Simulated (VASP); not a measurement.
# MgS (F-43m) in VASP: a series of runs, part 2 of 2

VASP 6.6.1. The steps go on from the part before.

## 4. Single point, LDA

Contents of INCAR:

```
SYSTEM = MgS
PREC = Accurate
ENCUT = 520
EDIFF = 1E-6
ISMEAR = 0
SIGMA = 0.02
LREAL = .False.
LASPH = .True.
NELM = 100
ALGO = Fast
ISIF = 2
LWAVE = .False.
LCHARG = .True.
GGA = CA
LELF = .True.
LVHAR = .True.
NBANDS = 11
```

Contents of KPOINTS:

```
regular mesh
0
Gamma
  8 8 8
  0 0 0
```

Contents of POSCAR:

```
MgS
1.0
    0.0000000000      2.7969475118      2.7969475118
    2.7969475118      0.0000000000      2.7969475118
    2.7969475118      2.7969475118      0.0000000000
Mg S
1 1
Direct
    0.0000000000      0.0000000000      0.0000000000
    0.2500000000      0.2500000000      0.2500000000
```

Potentials or basis: VASP PAW LDA potentials, release 64 (Mg, S).

On the command line:

```sh
> cat potpaw_LDA.64/Mg/POTCAR potpaw_LDA.64/S/POTCAR > POTCAR
> mpirun -np 1 vasp_std > vasp.out
```

OUTCAR:

```text
SYSTEM = MgS
   PREC = Accurate
   ENCUT = 520
   EDIFF = 1E-6
   ISMEAR = 0
   LREAL = .False.
   LASPH = .True.
   NELM = 100
   ISIF = 2
   GGA = CA

 ion  position               nearest neighbor table
   1  0.000  0.000  0.000-   2 2.42   2 2.42   2 2.42   2 2.42
   2  0.250  0.250  0.250-   1 2.42   1 2.42   1 2.42   1 2.42

  LATTYP: Found a face centered cubic cell.
 ALAT       =     5.5938950236

  Lattice vectors:

 A1 = (   0.0000000000,   2.7969475118,   2.7969475118)
 A2 = (   2.7969475118,   0.0000000000,   2.7969475118)
 A3 = (   2.7969475118,   2.7969475118,   0.0000000000)

Analysis of symmetry for initial positions (statically):
=====================================================================
 Subroutine PRICEL returns:
 Original cell was already a primitive cell.

 Routine SETGRP: Setting up the symmetry group for a
 face centered cubic supercell.

 Subroutine GETGRP returns: Found 24 space group operations
 (whereof 24 operations were pure point group operations)
 out of a pool of 48 trial point group operations.

The static configuration has the point symmetry T_d .

Analysis of symmetry for dynamics (positions and initial velocities):
=====================================================================
 Subroutine PRICEL returns:
 Original cell was already a primitive cell.

 Routine SETGRP: Setting up the symmetry group for a
 face centered cubic supercell.

 Subroutine GETGRP returns: Found 24 space group operations
 (whereof 24 operations were pure point group operations)
 out of a pool of 48 trial point group operations.

The dynamic configuration has the point symmetry T_d .

 Subroutine INISYM returns: Found 24 space group operations
 (whereof 24 operations are pure point group operations),
 and found     1 'primitive' translations

----------------------------------------------------------------------------------------

                                     Primitive cell

  volume of cell :      43.7606

  direct lattice vectors                    reciprocal lattice vectors
     0.000000000  2.796947512  2.796947512    -0.178766315  0.178766315  0.178766315
     2.796947512  0.000000000  2.796947512     0.178766315 -0.178766315  0.178766315
     2.796947512  2.796947512  0.000000000     0.178766315  0.178766315 -0.178766315

  length of vectors
     3.955481104  3.955481104  3.955481104     0.309632340  0.309632340  0.309632340

  position of ions in fractional coordinates (direct lattice)
     0.000000000  0.000000000  0.000000000
     0.250000000  0.250000000  0.250000000

  ion indices of the primitive-cell ions
   primitive index   ion index
                 1           1
                 2           2

----------------------------------------------------------------------------------------

 KPOINTS: regular mesh

Automatic generation of k-mesh.
 Grid dimensions read from file:
 generate k-points for:    8    8    8

 Generating k-lattice:

  Cartesian coordinates                     Fractional coordinates (reciprocal lattice)
    -0.022345789  0.022345789  0.022345789     0.125000000  0.000000000  0.000000000
     0.022345789 -0.022345789  0.022345789     0.000000000  0.125000000  0.000000000
     0.022345789  0.022345789 -0.022345789     0.000000000  0.000000000  0.125000000

  Length of vectors
[... 38 lines left out ...]
   number of dos      NEDOS =    301   number of ions     NIONS =      2
   total plane-waves  NPLWV =  27000
   dimension x,y,z NGX =    30 NGY =   30 NGZ =   30
   dimension x,y,z NGXF=    60 NGYF=   60 NGZF=   60
   ions per type =               1   1
   NGX,Y,Z   is equivalent  to a cutoff of  12.61, 12.61, 12.61 a.u.
   NGXF,Y,Z  is equivalent  to a cutoff of  25.22, 25.22, 25.22 a.u.
 SYSTEM =  MgS
   PREC   = accura    normal or accurate (medium, high low for compatibility)
   ISTART =      0    job   : 0-new  1-cont  2-samecut
   ICHARG =      2    charge: 1-file 2-atom 10-const
   ISPIN  =      1    spin polarized calculation?
   LNONCOLLINEAR =      F non collinear calculations
   LSORBIT =      F    spin-orbit coupling
   LASPH  =      T    aspherical Exc in radial PAW
   ENCUT  =  520.0 eV  38.22 Ry    6.18 a.u.   7.35  7.35  7.35*2*pi/ulx,y,z
   NELM   =    100;   NELMIN=  2; NELMDL= -5     # of ELM steps
   EDIFF  = 0.1E-05   stopping-criterion for ELM
   LREAL  =      F    real-space projection
   EDIFFG = 0.1E-04   stopping-criterion for IOM
   NSW    =      0    number of steps for IOM
   IBRION =     -1    ionic relax: 0-MD 1-quasi-New 2-CG
   NFREE  =      0    steps in history (QN), initial steepest desc. (CG)
   ISIF   =      2    stress and relaxation
   ISYM   =      2    0-nonsym 1-usesym 2-fastsym
   POTIM  = 0.5000    time-step for ionic-motion
   TEBEG  =    0.0;   TEEND  =   0.0 temperature during run
   PSTRESS=    0.0 pullay stress
   NELECT =       8.0000    total number of electrons
   NUPDOWN=      -1.0000    fix difference up-down
   EMIN   =  10.00;   EMAX   =-10.00  energy-range for DOS
   EFERMI =   0.00;   METHOD = LEGACY
   ISMEAR =     0;   SIGMA  =   0.02  broadening in eV -4-tet -1-fermi 0-gaus
   EFERMI_NEDOS =   21; number of points for ismear=-14 and -15
   IALGO  =     68    algorithm
   IMIX   =      4    mixing-type and parameters
     AMIX     =   0.40;   BMIX     =  1.00
     AMIX_MAG =   1.60;   BMIX_MAG =  1.00
  volume/ion in A,a.u.               =      21.88       147.66
  Fermi-wavevector in a.u.,A,eV,Ry     =   0.929131  1.755804 11.745710  0.863285
  Thomas-Fermi vector in A             =   2.055382
   LORBIT       =      0    0 simple, 1 ext, 2 COOP (PROOUT), +10 PAW based schemes
   GGA     = CA    functional components
   LHFCALC =     F    Hartree Fock is set to
   AEXX    =    0.0000 exact exchange contribution
   IVDW    =     0    specifies the selected vdW correction
   LEPSILON=     F    determine dielectric tensor
   LRPA    =     F    only Hartree local field effects (RPA)
 non-spin polarized calculation
 RMM-DIIS sequential band-by-band and
 Gauss-broadening in eV      SIGMA  =   0.02
  energy-cutoff  :      520.00
  volume of cell :       43.76
 maximum number of plane-waves:      1243
 NGX is ok and might be reduce to    30
   NGX = 15   NGY = 15   NGZ = 15

 number of electron       8.0000000 magnetization

 Free energy of the ion-electron system (eV)
  ---------------------------------------------------
  ext. energy  EPLUGINS =         0.00000000
  ---------------------------------------------------
  free energy    TOTEN  =        -9.39358260 eV

  energy without entropy =       -9.39358260  energy(sigma->0) =       -9.39358260

 E-fermi :   1.2104     XC(G=0):  -8.8998

 val. band max:        1.1265992410   @ k =   0.0000   0.0000   0.0000
 cond. band min:       4.5035324048   @ k =   0.0000   0.0000   0.0000
 fundamental gap:      3.3769331638
 Fermi energy:         1.2103818602

 k-point     1 :       0.0000    0.0000    0.0000
  band No.  band energies     occupation
      1     -10.2349      2.00000
      2       1.1266      2.00000
      3       1.1266      2.00000
      4       1.1266      2.00000
      5       4.5035      0.00000
      6       8.9861      0.00000
      7       8.9861      0.00000
      8       8.9861      0.00000
      9      11.9431      0.00000
     10      11.9431      0.00000
     11      14.7804      0.00000
[... 309 lines left out ...]
 k-point    24 :      -0.3750    0.2500    0.1250
  band No.  band energies     occupation
      1      -9.3531      2.00000
      2      -1.8354      2.00000
      3      -0.2642      2.00000
      4       0.4328      2.00000
      5       7.0340      0.00000
      6       7.5269      0.00000
      7       9.8701      0.00000
      8       9.9055      0.00000
      9      12.5180      0.00000
     10      13.9615      0.00000
     11      15.4402      0.00000

 [... further k-points ...]

------------------------ aborting loop because EDIFF is reached ----------------------------------------

  FORCE on cell =-STRESS in cart. coord.  units (eV):
  Direction    XX          YY          ZZ          XY          YZ          ZX
  --------------------------------------------------------------------------------------
  -------------------------------------------------------------------------------------
  Total       -0.0932435     -0.0932435     -0.0932435      0.0000000      0.0000000     -0.0000000
  in kB       -3.4138641     -3.4138641     -3.4138641      0.0000000      0.0000000     -0.0000000
  external PRESSURE =      -3.4138641 kB  Pullay stress =       0.0000000 kB

 VOLUME and BASIS-vectors are now :
 -----------------------------------------------------------------------------
  energy-cutoff  :      520.00
  volume of cell :       43.76
      direct lattice vectors                 reciprocal lattice vectors
     0.000000000  2.796947512  2.796947512    -0.178766315  0.178766315  0.178766315
     2.796947512  0.000000000  2.796947512     0.178766315 -0.178766315  0.178766315
     2.796947512  2.796947512  0.000000000     0.178766315  0.178766315 -0.178766315

 POSITION                                       TOTAL-FORCE (eV/Angst)
 -----------------------------------------------------------------------------------
      0.00000      0.00000      0.00000        -0.000000     -0.000000      0.000000
      1.39847      1.39847      1.39847         0.000000      0.000000     -0.000000
 -----------------------------------------------------------------------------------
    total drift:                                0.000000      0.000000      0.000000

  FREE ENERGIE OF THE ION-ELECTRON SYSTEM (eV)
  ---------------------------------------------------
  free  energy   TOTEN  =        -9.3935825961 eV

  energy  without entropy=       -9.3935825961  energy(sigma->0) =       -9.39358260
```

OSZICAR:

```text
N       E                     dE             d eps       ncg     rms          rms(c)
DAV:   1     0.220107223364E+02    0.22011E+02   -0.35412E+03   662   0.579E+02
DAV:   2    -0.820389658387E+01   -0.30215E+02   -0.28940E+02   784   0.979E+01
DAV:   3    -0.993808188235E+01   -0.17342E+01   -0.17310E+01   778   0.254E+01
DAV:   4    -0.995184610490E+01   -0.13764E-01   -0.13763E-01   774   0.271E+00
DAV:   5    -0.995199129529E+01   -0.14519E-03   -0.14519E-03   817   0.270E-01    0.413E+00
RMM:   6    -0.944949373567E+01    0.50250E+00   -0.52245E-01   647   0.306E+00    0.323E+00
RMM:   7    -0.939882149782E+01    0.50672E-01   -0.19012E-01   670   0.195E+00    0.214E+00
RMM:   8    -0.939664446403E+01    0.21770E-02   -0.30683E-02   686   0.957E-01    0.757E-01
RMM:   9    -0.939362776592E+01    0.30167E-02   -0.41606E-03   754   0.343E-01    0.314E-01
RMM:  10    -0.939432990703E+01   -0.70214E-03   -0.52840E-03   738   0.349E-01    0.539E-01
RMM:  11    -0.939358460191E+01    0.74531E-03   -0.12253E-03   704   0.175E-01    0.754E-02
RMM:  12    -0.939358795509E+01   -0.33532E-05   -0.91303E-05   771   0.669E-02    0.394E-02
RMM:  13    -0.939358583672E+01    0.21184E-05   -0.12180E-05   785   0.237E-02    0.391E-02
RMM:  14    -0.939358280653E+01    0.30302E-05   -0.85196E-06   734   0.164E-02    0.859E-03
RMM:  15    -0.939358259614E+01    0.21039E-06   -0.15701E-06   577   0.780E-03
   1 F= -.93935826E+01 E0= -.93935826E+01  d E =-.158097E-11
```

stdout:

```text
POSCAR found type information on POSCAR MgS
 POSCAR found :  2 types and       2 ions
 scaLAPACK will be used
 LDA part: xc-table for (Slater(with rela. corr.)+CA(PZ))
 , standard interpolation
 POSCAR, INCAR and KPOINTS ok, starting setup
 FFT: planning ... GRIDC
 FFT: planning ... GRID_SOFT
 FFT: planning ... GRID
 WAVECAR not read
 entering main loop
```

It took 8.6 s on 1 thread of AMD EPYC 9R45 (Zen 5), shared host; peak memory 0.12 GiB.

What came out:

```yaml
Free_energy: -9.3936 eV
Pressure: -0.3 GPa
Band_gap_on_the_k_mesh: 3.38 eV, direct
```

A k mesh can miss the band edges.
